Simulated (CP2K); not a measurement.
Input of a CP2K 2026.2 run:

Contents of inas_bands.inp:

```
&GLOBAL
  PROJECT inas_bands
  RUN_TYPE ENERGY_FORCE
  PRINT_LEVEL LOW
&END GLOBAL
&FORCE_EVAL
  METHOD QS
  STRESS_TENSOR ANALYTICAL
  &DFT
    BASIS_SET_FILE_NAME BASIS_MOLOPT
    POTENTIAL_FILE_NAME GTH_POTENTIALS
    &MGRID
      CUTOFF 450
      REL_CUTOFF 60
      NGRIDS 4
    &END MGRID
    &QS
      METHOD GPW
      EPS_DEFAULT 1.0E-10
    &END QS
    &KPOINTS
      SCHEME MONKHORST-PACK 8 8 8
      GAMMA_CENTERED T
      SYMMETRY T
      SYMMETRY_BACKEND SPGLIB
    &END KPOINTS
    &SCF
      SCF_GUESS ATOMIC
      EPS_SCF 1.0E-6
      MAX_SCF 100
      ADDED_MOS 10
      CHOLESKY OFF
      EPS_EIGVAL 1.0E-7
      &DIAGONALIZATION ON
        ALGORITHM STANDARD
      &END DIAGONALIZATION
      &MIXING ON
        METHOD BROYDEN_MIXING
        ALPHA 0.4
        BETA 1.5
        NBUFFER 8
      &END MIXING
      &SMEAR ON
        METHOD FERMI_DIRAC
        ELECTRONIC_TEMPERATURE 580.23
      &END SMEAR
    &END SCF
    &XC
      &XC_FUNCTIONAL PBE
      &END XC_FUNCTIONAL
    &END XC
    &PRINT
      &KPOINTS ON
      &END KPOINTS
      &MULLIKEN ON
      &END MULLIKEN
      &MO ON
        ENERGIES T
        OCCUPATION_NUMBERS T
        &EACH
          QS_SCF 0
        &END EACH
        ADD_LAST NUMERIC
      &END MO
      &BAND_STRUCTURE
        FILE_NAME bands.bs
        ADDED_MOS 4
        &KPOINT_SET
          UNITS B_VECTOR
          NPOINTS 8
          SPECIAL_POINT GAMMA 0.00000000 0.00000000 0.00000000
          SPECIAL_POINT X 0.50000000 0.00000000 0.50000000
          SPECIAL_POINT W 0.50000000 0.25000000 0.75000000
          SPECIAL_POINT K 0.37500000 0.37500000 0.75000000
          SPECIAL_POINT GAMMA 0.00000000 0.00000000 0.00000000
          SPECIAL_POINT L 0.50000000 0.50000000 0.50000000
          SPECIAL_POINT U 0.62500000 0.25000000 0.62500000
          SPECIAL_POINT W 0.50000000 0.25000000 0.75000000
          SPECIAL_POINT L 0.50000000 0.50000000 0.50000000
          SPECIAL_POINT K 0.37500000 0.37500000 0.75000000
        &END KPOINT_SET
        &KPOINT_SET
          UNITS B_VECTOR
          NPOINTS 8
          SPECIAL_POINT U 0.62500000 0.25000000 0.62500000
          SPECIAL_POINT X 0.50000000 0.00000000 0.50000000
        &END KPOINT_SET
      &END BAND_STRUCTURE
    &END PRINT
  &END DFT
  &SUBSYS
    &CELL
      A 4.2680965312 0.0000000000 0.0000000000
      B 2.1340482656 3.6962800219 0.0000000000
      C 2.1340482656 1.2320933406 3.4848862248
      PERIODIC XYZ
    &END CELL
    &COORD
      In  0.0000000000 0.0000000000 0.0000000000
      As  6.4021447968 3.6962800219 2.6136646686
    &END COORD
    &KIND In
      BASIS_SET DZVP-MOLOPT-SR-GTH-q13
      POTENTIAL GTH-PBE-q13
    &END KIND
    &KIND As
      BASIS_SET DZVP-MOLOPT-SR-GTH-q5
      POTENTIAL GTH-PBE-q5
    &END KIND
    &PRINT
      &ATOMIC_COORDINATES ON
      &END ATOMIC_COORDINATES
      &CELL ON
      &END CELL
    &END PRINT
  &END SUBSYS
  &PRINT
    &FORCES ON
    &END FORCES
    &STRESS_TENSOR ON
    &END STRESS_TENSOR
  &END PRINT
&END FORCE_EVAL
```

Potentials or basis: GTH_POTENTIALS In GTH-PBE-q13, As GTH-PBE-q5; DZVP-MOLOPT-SR-GTH basis.

Launch:

```console
$ OMP_NUM_THREADS=1 cp2k.psmp -i inas_bands.inp -o inas_bands.out
```

Question: Estimate the band gap on the k mesh.

Answer: None (metal or under the smearing width).

Question: Predict the Mulliken charges.

Answer: In +0.06; As -0.06 e.

Question: Predict the pressure.

Answer: 5.1 GPa.

Levels at the corners of the path, in eV from the Fermi level:
```tsv
point	band 6	band 7	band 8	band 9	band 10	band 11	band 12	band 13
Γ	-11.96	-0.24	-0.05	-0.05	-0.05	3.91	3.91	3.91
X	-9.94	-5.94	-2.41	-2.41	1.54	2.07	9.54	9.54
W	-9.89	-5.80	-3.04	-2.96	4.24	4.32	5.14	6.46
K	-9.96	-5.80	-3.36	-2.03	2.11	4.32	7.61	7.71
Γ	-11.96	-0.24	-0.05	-0.05	-0.05	3.91	3.91	3.91
L	-10.49	-5.86	-1.06	-1.06	0.92	4.74	4.74	7.40
U	-9.96	-5.80	-3.36	-2.03	2.11	4.32	7.61	7.71
W	-9.89	-5.80	-3.04	-2.96	4.24	4.32	5.14	6.46
L	-10.49	-5.86	-1.06	-1.06	0.92	4.74	4.74	7.40
K	-9.96	-5.80	-3.36	-2.03	2.11	4.32	7.61	7.71
U	-9.96	-5.80	-3.36	-2.03	2.11	4.32	7.61	7.71
X	-9.94	-5.94	-2.41	-2.41	1.54	2.07	9.54	9.54
```

Caveat: spin-orbit coupling is left out, which moves the levels of the heavy elements; the basis of atomic orbitals isn't converged, which shifts pressures, moduli and gaps.

**The experiment to reproduce.**

From a printed reference work, data compilation, for a bulk crystal of InAs at 4.2 K: band gap 0.418 eV (direct).

Measured gap of InAs: 0.418 eV (direct; 4.2 K; a printed reference work, data compilation). This calculation gives 0.00 eV (-0.42 eV). Spin-orbit coupling on As, In is left out. The value is that of PBE in an atomic basis (GTH_POTENTIALS In GTH-PBE-q13, As GTH-PBE-q5; DZVP-MOLOPT-SR-GTH basis), whose error adds to the functional's, on a finite k mesh, which can miss the band edges, without temperature or zero-point motion. Semilocal functionals fall short of measured gaps as a rule.
